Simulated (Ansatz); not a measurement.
# What moves the pressure of SnTe?

```xyz
2
Lattice="0.0000 3.1565 3.1565 3.1565 0.0000 3.1565 3.1565 3.1565 0.0000" Properties=species:S:1:pos:R:3 pbc="T T T"
Sn    0.0000    0.0000    0.0000
Te    3.1565    3.1565    3.1565
```

Atoms are numbered in the order listed.

The cell is COD entry 9008726, as deposited and not checked against the literature; nothing was relaxed.

The calculation used DFT, PBE, all-electron LAPW, scalar-relativistic in Ansatz 0.2.0.

Numerical set-up: a Γ-centred 11×11×11 k mesh, Fermi–Dirac smearing of 0.08 eV, basis error target 0.25 meV/atom, no spin polarisation.

Spin–orbit coupling is off unless a change turns it on.

In this reference run the pressure is 2.0 GPa (positive in compression). Each change below is made alone, on the same k mesh, with fractional coordinates held unless an atom is moved; x, y and z are the Cartesian axes.

**Question.** Order the changes by the shift of the pressure, most negative first.
A. functional lda
B. volume scaled by 1.02
C. volume scaled by 0.975
D. volume scaled by 1.01
E. volume scaled by 0.99
F. equal xy, yz and zx engineering shear strains of +2 %

**Answer.** A (-3.7 GPa), B (-0.9 GPa), D (-0.5 GPa), F (0.0 GPa), E (+0.5 GPa), C (+1.3 GPa).
